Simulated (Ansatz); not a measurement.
# C (distorted cell): a check of forces and pressure against finite differences

Program: the Ansatz DFT code, driven from Python.

Run as a notebook:

**Cell 1**
```python
import ansatz as az
import numpy as np
```

**Cell 2**
```python
FILLING = 'fermi_dirac'
SMEARING_WIDTH = 0.05
ECUT = 650
MESH = (9, 9, 6)
TOLERANCE = 1e-09

vectors0 = np.array([
    [2.12732, -1.22828, 0.0],
    [2.12732, 1.22828, 0.0],
    [-1.37907, 0.0, 3.50283],
])
sites = [
    ('C', (0.82241, 0.83936, 0.99951)),
    ('C', (0.16426, 0.16341, 0.99481)),
]


def make_crystal(cell):
    crystal = az.Crystal(lattice=az.Lattice.of(cell))
    for symbol, position in sites:
        crystal = crystal.atom(symbol, position)
    return crystal

def solve(crystal):
    return (
        crystal.calculation()
        .functional(az.Functional.R2SCAN)
        .occupations(FILLING, width=SMEARING_WIDTH)
        .basis(ECUT, xc_grid=2)
        .kpoints(*MESH)
        .scf(tolerance=TOLERANCE)
        .forces()
        .stress()
        .run(threads=1)
    ).report
```

**Cell 3**
```python
centre = solve(make_crystal(vectors0))
start = make_crystal(vectors0)
# move one atom both ways along a Cartesian axis
print(f'force on atom 0 along z: analytic {centre["forces_ev_ang"][0][2]:.4f} eV/A')
for h in (0.004, 0.016):
    shift = np.eye(3)[2] * h @ np.linalg.inv(vectors0)
    plus, minus = (solve(start.move(0, to=np.array(sites[0][1]) + sign * shift))['lagrangian_ev'] for sign in (1, -1))
    print(f'  step {h} A: numerical {-(plus - minus) / (2 * h):.4f} eV/A')
# P = -dF/dV; the difference feels the change of the plane-wave count with the cell
volume = abs(np.linalg.det(vectors0))
larger, smaller = (solve(make_crystal(vectors0 * (1 + sign * 0.005) ** (1 / 3)))['lagrangian_ev'] for sign in (1, -1))
numerical = -(larger - smaller) / (0.01 * volume) * 160.21766
print(f'pressure: analytic {np.trace(centre["stress_gpa"]) / 3:.3f}, numerical {numerical:.3f} GPa')
```
Output:
```text
DeckWarning: output.stress: scf.convergence.dr2_threshold = 1e-9 eV is looser than the 2e-10 eV advised for a printed stress (1e-10 eV for each atom of the cell: 2). What an SCF threshold leaves in a [...]
force on atom 0 along z: analytic -0.2627 eV/A
  step 0.004 A: numerical -0.2626 eV/A
  step 0.016 A: numerical -0.2626 eV/A
pressure: analytic -0.014, numerical -0.010 GPa
```

Notes:
- Pressure is positive in compression.
- The cell is a database structure, distorted on purpose.
- Warnings are shown shortened and without file and line.
- The central difference errs as the square of the step, so the shorter step is the fairer test; what remains comes from the finite grid and the SCF threshold.
- Timing: 60 s on 1 thread of Arm Neoverse V1 (shared host), peak memory 0.42 GiB.
